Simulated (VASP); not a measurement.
# Pd (Fm-3m) in VASP: further runs, part 2 of 2

VASP 6.6.1. The steps go on from the part before.

## 3. Relaxation of cell and atoms, PBE+D3(BJ)

This run uses another cell than the first one, of 14.69 Å³/atom, 0.996 times its volume.

INCAR

```
PREC = Accurate
ENCUT = 600
EDIFF = 1E-7
ISMEAR = 1
SIGMA = 0.1
LREAL = False
LASPH = True
NELM = 80
ALGO = Normal
ISIF = 3
LWAVE = False
LCHARG = False
GGA = PE
IVDW = 12
IBRION = 2
NSW = 90
EDIFFG = -0.005
```

KPOINTS

```
Automatic mesh
0
Gamma
  16 16 16
```

POSCAR

```
Pd                                      
1.0
    0.0000000000      1.9437272969      1.9437272969
    1.9437272969      0.0000000000      1.9437272969
    1.9437272969      1.9437272969      0.0000000000
  Pd            
     1
Direct
     0.0000000000000000    0.0000000000000000    0.0000000000000000
```

Potentials or basis: VASP PAW PBE potentials, release 64 (Pd).

Launch:

```bash
cat potpaw_PBE.64/Pd/POTCAR > POTCAR
mpirun -np 1 vasp_std > vasp.out
```

OUTCAR:

```text
PREC = Accurate
   ENCUT = 600
   EDIFF = 1E-7
   ISMEAR = 1
   LREAL = False
   LASPH = True
   NELM = 80
   ISIF = 3
   GGA = PE
   IVDW = 12
   IBRION = 2
   NSW = 90
   EDIFFG = -0.005
 IVDW          = 12

 ion  position               nearest neighbor table
   1  0.000  0.000  0.000-

  LATTYP: Found a face centered cubic cell.
 ALAT       =     3.8874545938

  Lattice vectors:

 A1 = (   0.0000000000,   1.9437272969,   1.9437272969)
 A2 = (   1.9437272969,   0.0000000000,   1.9437272969)
 A3 = (   1.9437272969,   1.9437272969,   0.0000000000)

Analysis of symmetry for initial positions (statically):
=====================================================================
 Subroutine PRICEL returns:
 Original cell was already a primitive cell.

 Routine SETGRP: Setting up the symmetry group for a
 face centered cubic supercell.

 Subroutine GETGRP returns: Found 48 space group operations
 (whereof 48 operations were pure point group operations)
 out of a pool of 48 trial point group operations.

The static configuration has the point symmetry O_h .

Analysis of symmetry for dynamics (positions and initial velocities):
=====================================================================
 Subroutine PRICEL returns:
 Original cell was already a primitive cell.

 Routine SETGRP: Setting up the symmetry group for a
 face centered cubic supercell.

 Subroutine GETGRP returns: Found 48 space group operations
 (whereof 48 operations were pure point group operations)
 out of a pool of 48 trial point group operations.

The dynamic configuration has the point symmetry O_h .

 Subroutine INISYM returns: Found 48 space group operations
 (whereof 48 operations are pure point group operations),
 and found     1 'primitive' translations

----------------------------------------------------------------------------------------

                                     Primitive cell

  volume of cell :      14.6871

  direct lattice vectors                    reciprocal lattice vectors
     0.000000000  1.943727297  1.943727297    -0.257237731  0.257237731  0.257237731
     1.943727297  0.000000000  1.943727297     0.257237731 -0.257237731  0.257237731
     1.943727297  1.943727297  0.000000000     0.257237731  0.257237731 -0.257237731

  length of vectors
     2.748845505  2.748845505  2.748845505     0.445548820  0.445548820  0.445548820

  position of ions in fractional coordinates (direct lattice)
     0.000000000  0.000000000  0.000000000

  ion indices of the primitive-cell ions
   primitive index   ion index
                 1           1

----------------------------------------------------------------------------------------

 KPOINTS: Automatic mesh

Automatic generation of k-mesh.
 Grid dimensions read from file:
 generate k-points for:   16   16   16

 Generating k-lattice:

  Cartesian coordinates                     Fractional coordinates (reciprocal lattice)
    -0.016077358  0.016077358  0.016077358     0.062500000  0.000000000  0.000000000
     0.016077358 -0.016077358  0.016077358     0.000000000  0.062500000  0.000000000
     0.016077358  0.016077358 -0.016077358     0.000000000  0.000000000  0.062500000

  Length of vectors
     0.027846801  0.027846801  0.027846801

  Shift w.r.t. Gamma in fractional coordinates (k-lattice)
     0.000000000  0.000000000  0.000000000

 Subroutine IBZKPT returns following result:
 ===========================================

 Found    145 irreducible k-points:

 Following reciprocal coordinates:
            Coordinates               Weight
  0.000000  0.000000  0.000000      1.000000
  0.062500  0.000000  0.000000      8.000000
  0.125000  0.000000  0.000000      8.000000
  0.187500  0.000000  0.000000      8.000000
  0.250000  0.000000  0.000000      8.000000
  0.312500  0.000000  0.000000      8.000000
[... 16 lines left out ...]
 -0.125000  0.062500  0.000000     24.000000
 -0.062500  0.062500  0.000000     12.000000
 [... further k-points ...]
   k-points           NKPTS =    145   k-points in BZ     NKDIM =    145   number of bands    NBANDS=      9
   number of dos      NEDOS =    301   number of ions     NIONS =      1
   total plane-waves  NPLWV =  13824
   dimension x,y,z NGX =    24 NGY =   24 NGZ =   24
   dimension x,y,z NGXF=    48 NGYF=   48 NGZF=   48
   ions per type =               1
   NGX,Y,Z   is equivalent  to a cutoff of  14.51, 14.51, 14.51 a.u.
   NGXF,Y,Z  is equivalent  to a cutoff of  29.03, 29.03, 29.03 a.u.
 SYSTEM =  unknown system
   PREC   = accura    normal or accurate (medium, high low for compatibility)
   ISTART =      0    job   : 0-new  1-cont  2-samecut
   ICHARG =      2    charge: 1-file 2-atom 10-const
   ISPIN  =      1    spin polarized calculation?
   LNONCOLLINEAR =      F non collinear calculations
   LSORBIT =      F    spin-orbit coupling
   LASPH  =      T    aspherical Exc in radial PAW
   ENCUT  =  600.0 eV  44.10 Ry    6.64 a.u.   5.49  5.49  5.49*2*pi/ulx,y,z
   NELM   =     80;   NELMIN=  2; NELMDL= -5     # of ELM steps
   EDIFF  = 0.1E-06   stopping-criterion for ELM
   LREAL  =      F    real-space projection
   EDIFFG = -.5E-02   stopping-criterion for IOM
   NSW    =     90    number of steps for IOM
   IBRION =      2    ionic relax: 0-MD 1-quasi-New 2-CG
   NFREE  =      1    steps in history (QN), initial steepest desc. (CG)
   ISIF   =      3    stress and relaxation
   ISYM   =      2    0-nonsym 1-usesym 2-fastsym
   POTIM  = 0.5000    time-step for ionic-motion
   TEBEG  =    0.0;   TEEND  =   0.0 temperature during run
   PSTRESS=    0.0 pullay stress
   NELECT =      10.0000    total number of electrons
   NUPDOWN=      -1.0000    fix difference up-down
   EMIN   =  10.00;   EMAX   =-10.00  energy-range for DOS
   EFERMI =   0.00;   METHOD = LEGACY
   ISMEAR =     1;   SIGMA  =   0.10  broadening in eV -4-tet -1-fermi 0-gaus
   EFERMI_NEDOS =   21; number of points for ismear=-14 and -15
   IALGO  =     38    algorithm
   IMIX   =      4    mixing-type and parameters
     AMIX     =   0.40;   BMIX     =  1.00
     AMIX_MAG =   1.60;   BMIX_MAG =  1.00
  volume/ion in A,a.u.               =      14.69        99.11
  Fermi-wavevector in a.u.,A,eV,Ry     =   1.440222  2.721625 28.221748  2.074240
  Thomas-Fermi vector in A             =   2.558990
   LORBIT       =      0    0 simple, 1 ext, 2 COOP (PROOUT), +10 PAW based schemes
   GGA     = PE    functional components
   LHFCALC =     F    Hartree Fock is set to
   AEXX    =    0.0000 exact exchange contribution
   IVDW    =    12    specifies the selected vdW correction
   LEPSILON=     F    determine dielectric tensor
   LRPA    =     F    only Hartree local field effects (RPA)
 conjugate gradient relaxation of ions
 non-spin polarized calculation
 Methfessel and Paxton  Order N= 1 SIGMA  =   0.10
  energy-cutoff  :      600.00
  volume of cell :       14.69
 maximum number of plane-waves:       531
 NGX is ok and might be reduce to    24
   NGX = 11   NGY = 11   NGZ = 11

 number of electron      10.0000000 magnetization

 number of electron       9.9999999 magnetization

 Free energy of the ion-electron system (eV)
  ---------------------------------------------------
  ext. energy  EPLUGINS =         0.00000000
  ---------------------------------------------------
  free energy    TOTEN  =        -5.20313630 eV

  energy without entropy =       -5.20304922  energy(sigma->0) =       -5.20310728

 E-fermi :   9.8701     XC(G=0): -13.2099

 val. band max:        9.8650113390   @ k =   0.5000   0.1250   0.0000
 cond. band min:       9.8755704115   @ k =   0.5000   0.3750   0.0625
 fundamental gap:      0.0105590725
 Fermi energy:         9.8701040785

 k-point     1 :       0.0000    0.0000    0.0000
  band No.  band energies     occupation
      1       2.6829      2.00000
      2       7.0050      2.00000
      3       7.0050      2.00000
      4       7.0050      2.00000
      5       8.6274      2.00000
      6       8.6274      2.00000
      7      27.0502      0.00000
      8      31.8519      0.00000
      9      31.8519      0.00000
[... 265 lines left out ...]
 k-point    24 :      -0.0625    0.0625    0.0000
  band No.  band energies     occupation
      1       3.0572      2.00000
      2       6.8565      2.00000
      3       7.1231      2.00000
      4       7.1612      2.00000
      5       8.4915      2.00000
      6       8.6517      2.00000
      7      27.4238      0.00000
      8      30.0277      0.00000
      9      31.6424      0.00000

 [... further k-points ...]

------------------------ aborting loop because EDIFF is reached ----------------------------------------

 Edisp (eV)   -0.67108

 E8    (eV) :    -0.2966

  FORCE on cell =-STRESS in cart. coord.  units (eV):
  Direction    XX          YY          ZZ          XY          YZ          ZX
  --------------------------------------------------------------------------------------
  -------------------------------------------------------------------------------------
  Total       0.00005     0.00005     0.00005     0.00000     0.00000     0.00000
  in kB       0.00587     0.00587     0.00587     0.00000     0.00000     0.00000
  external pressure =        0.01 kB  Pullay stress =        0.00 kB

 VOLUME and BASIS-vectors are now :
 -----------------------------------------------------------------------------
  energy-cutoff  :      600.00
  volume of cell :       14.69
      direct lattice vectors                 reciprocal lattice vectors
     0.000000000  1.943727297  1.943727297    -0.257237731  0.257237731  0.257237731
     1.943727297  0.000000000  1.943727297     0.257237731 -0.257237731  0.257237731
     1.943727297  1.943727297  0.000000000     0.257237731  0.257237731 -0.257237731

 POSITION                                       TOTAL-FORCE (eV/Angst)
 -----------------------------------------------------------------------------------
      0.00000      0.00000      0.00000         0.000000      0.000000      0.000000
 -----------------------------------------------------------------------------------
    total drift:                               -0.000000      0.000000     -0.000000

  FREE ENERGIE OF THE ION-ELECTRON SYSTEM (eV)
  ---------------------------------------------------
  free  energy   TOTEN  =        -5.8742195826 eV

  energy  without entropy=       -5.8741324999  energy(sigma->0) =       -5.87419056

 reached required accuracy - stopping structural energy minimisation
```

OSZICAR:

```text
N       E                     dE             d eps       ncg     rms          rms(c)
DAV:   1     0.438904907221E+02    0.43890E+02   -0.57879E+03  2610   0.118E+03
DAV:   2    -0.506405429031E+01   -0.48955E+02   -0.47752E+02  2762   0.208E+02
DAV:   3    -0.547642404200E+01   -0.41237E+00   -0.41101E+00  3053   0.221E+01
DAV:   4    -0.547859761523E+01   -0.21736E-02   -0.21735E-02  3013   0.146E+00
DAV:   5    -0.547862461702E+01   -0.27002E-04   -0.27001E-04  3062   0.137E-01    0.786E+00
DAV:   6    -0.521783757340E+01    0.26079E+00   -0.11811E+00  2671   0.103E+01    0.386E+00
DAV:   7    -0.520686404027E+01    0.10974E-01   -0.93100E-03  2930   0.884E-01    0.201E+00
DAV:   8    -0.520313053186E+01    0.37335E-02   -0.10835E-03  2835   0.262E-01    0.591E-02
DAV:   9    -0.520313236198E+01   -0.18301E-05   -0.65790E-06  3272   0.264E-02    0.109E-02
DAV:  10    -0.520313656135E+01   -0.41994E-05   -0.16321E-06  2961   0.141E-02    0.275E-03
DAV:  11    -0.520313634427E+01    0.21708E-06   -0.23371E-08  2059   0.139E-03    0.289E-04
DAV:  12    -0.520313630465E+01    0.39623E-07   -0.40994E-09  1369   0.657E-04
   1 F= -.58742196E+01 E0= -.58741906E+01  d E =-.587422E+01
```

CONTCAR:

```text
Pd
   1.00000000000000
     0.0000000000000000    1.9437272968999999    1.9437272968999999
     1.9437272968999999    0.0000000000000000    1.9437272968999999
     1.9437272968999999    1.9437272968999999    0.0000000000000000
  Pd
     1
Direct
     0.0000000000000000    0.0000000000000000    0.0000000000000000

  0.00000000E+00  0.00000000E+00  0.00000000E+00
```

Run time: 6.7 s. Hardware: 1 thread of Intel Xeon 6975P-C (Granite Rapids), shared host; peak memory 0.17 GiB.

Results:

```yaml
Free_energy: -5.8742 eV
Pressure_after_relaxing: 0.0 GPa
Band_gap_on_the_k_mesh: none (metal or under the smearing width)
Dispersion_energy_per_atom: -0.671 eV
```

Final structure:
```cif
data_structure
_symmetry_space_group_name_H-M 'P 1'
_symmetry_Int_Tables_number 1
_cell_length_a 2.7488
_cell_length_b 2.7488
_cell_length_c 2.7488
_cell_angle_alpha 60.000
_cell_angle_beta 60.000
_cell_angle_gamma 60.000
_cell_volume 14.69
loop_
_atom_site_label
_atom_site_type_symbol
_atom_site_fract_x
_atom_site_fract_y
_atom_site_fract_z
_atom_site_occupancy
Pd1 Pd 0.00000 0.00000 0.00000 1
```

Caveat: the relaxation stopped at its first step, so nothing moved; pairwise dispersion overbinds metals, which lowers pressure and volume.
